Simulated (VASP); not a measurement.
A run of VASP 6.6.1 is set up as follows.

The input INCAR:

```
PREC = Accurate ; ENCUT = 520
EDIFF = 1E-7 ; ISMEAR = 0
SIGMA = 0.02 ; LREAL = F
LASPH = T ; NELM = 100
ALGO = Normal ; ISIF = 3
LWAVE = F ; LCHARG = F
GGA = PE ; IBRION = 2
NSW = 80 ; EDIFFG = -0.002
```

Contents of KPOINTS:

```
regular mesh
0
Gamma
  14 14 14
```

File POSCAR:

```
BeTe                                    
1.0
   -0.0000000000      2.8338806687      2.8338806687
    2.8338806687     -0.0000000000      2.8338806687
    2.8338806687      2.8338806687     -0.0000000000
  Be              Te            
     1     1
Direct
     0.0000000000000000    0.0000000000000000    0.0000000000000000
     0.2500000000000000    0.2500000000000000    0.2500000000000000
```

Potentials or basis: VASP PAW PBE potentials, release 64 (Be, Te).

Command:

```console
$ cat potpaw_PBE.64/Be/POTCAR potpaw_PBE.64/Te/POTCAR > POTCAR
$ mpirun -np 1 vasp_std > vasp.out
```

Task: Predict the relaxed cell.

Result: a = 4.008 Å, b = 4.008 Å, c = 4.008 Å, α = 60.00°, β = 60.00°, γ = 60.00°.

Task: Predict the band gap on the k mesh.

Result: 2.02 eV, indirect (least direct gap 3.63 eV).

Task: Estimate the space group after relaxing (to 0.05 Å).

Result: F-43m (No. 216).

Final structure:
```yaml
crystal:
  lattice:
    - [0.00000, 2.83417, 2.83417]
    - [2.83417, 0.00000, 2.83417]
    - [2.83417, 2.83417, 0.00000]
  atoms:
    - { symbol: Be, position: [0.00000, 0.00000, 0.00000] }
    - { symbol: Te, position: [0.25000, 0.25000, 0.25000] }
```

Caveat: spin-orbit coupling is left out, which moves the levels of the heavy elements. PBE gaps usually lie below the measured ones, often by a third to a half.
